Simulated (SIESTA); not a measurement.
Here is a SIESTA 5.4.2 calculation.

Zn.fdf

```
SystemName                      Zn
SystemLabel                     Zn
NumberOfSpecies                 1
NumberOfAtoms                   1
%block ChemicalSpeciesLabel
  1  30 Zn
%endblock ChemicalSpeciesLabel

LatticeConstant                 1.0 Ang
%block LatticeVectors
    -1.5690370000     1.5690370000     1.5690370000
     1.5690370000    -1.5690370000     1.5690370000
     1.5690370000     1.5690370000    -1.5690370000
%endblock LatticeVectors
AtomicCoordinatesFormat         Fractional
%block AtomicCoordinatesAndAtomicSpecies
     0.0000000000     0.0000000000     0.0000000000  1  Zn
%endblock AtomicCoordinatesAndAtomicSpecies

%block kgrid.MonkhorstPack
   12   0   0  0.0
    0  12   0  0.0
    0   0  12  0.0
%endblock kgrid.MonkhorstPack
XC.Functional                   GGA
XC.Authors                      PBEsol
PAO.BasisSize                   DZP
PAO.EnergyShift                 0.003 Ry
Mesh.Cutoff                     800 Ry
OccupationFunction              FD
ElectronicTemperature           0.05 eV
MaxSCFIterations                120
SCF.MustConverge                false
SCF.Mixer.Method                Pulay
SCF.Mixer.Weight                0.25
SCF.Mixer.History               8
SCF.DM.Tolerance                5.0e-05
SCF.H.Tolerance                 1.0e-03 eV
WriteForces                     true
Charge.Mulliken                 end
BandLinesScale                  ReciprocalLatticeVectors
%block BandLines
    1    0.000000   0.000000   0.000000  \Gamma
   17    0.500000  -0.500000   0.500000  H
   12    0.000000   0.000000   0.500000  N
   12    0.000000   0.000000   0.000000  \Gamma
   15    0.250000   0.250000   0.250000  P
   15    0.500000  -0.500000   0.500000  H
    1    0.250000   0.250000   0.250000  P
    9    0.000000   0.000000   0.500000  N
%endblock BandLines
%block PAO.Basis
  Zn 5
  n=3 0 2
    2.276 0.000
  n=4 0 2
    6.317 0.000
  n=3 1 2
    2.537 0.000
  n=4 1 1
    6.317
  n=3 2 2
    4.164 0.000
%endblock PAO.Basis
```

Potentials or basis: PseudoDojo 0.4 standard (PBEsol files), DZP (energy shift 0.003 Ry; two zetas on semicore shells).

Run with:

```bash
$ siesta < Zn.fdf > Zn.out 2>&1
```

Q: What does it give for the pressure?

A: -9.8 GPa.

Q: What does it give for the band gap on the k mesh?

A: None (metal or under the smearing width).

Levels at the corners of the path, in eV from the Fermi level:
| point | band 8 | band 9 | band 10 | band 11 | band 12 | band 13 |
| --- | --- | --- | --- | --- | --- | --- |
| Γ | -7.96 | -7.44 | -7.44 | 26.02 | 26.02 | 26.02 |
| H | -7.20 | -7.20 | 4.17 | 4.17 | 4.17 | 9.25 |
| N | -7.41 | -7.12 | -2.78 | -0.90 | 13.08 | 16.06 |
| Γ | -7.96 | -7.44 | -7.44 | 26.02 | 26.02 | 26.02 |
| P | -7.40 | -7.40 | 1.94 | 2.23 | 2.23 | 2.23 |
| H | -7.20 | -7.20 | 4.17 | 4.17 | 4.17 | 9.25 |
| P | -7.40 | -7.40 | 1.94 | 2.23 | 2.23 | 2.23 |
| N | -7.41 | -7.12 | -2.78 | -0.90 | 13.08 | 16.06 |

Caveat: short orbitals over semicore shells can move pressures by several GPa; the valence orbitals were made in a potential fitted to the semicore shell under them, which widens gaps by tenths of an eV or more; the basis of atomic orbitals isn't converged, which shifts pressures, moduli and gaps.
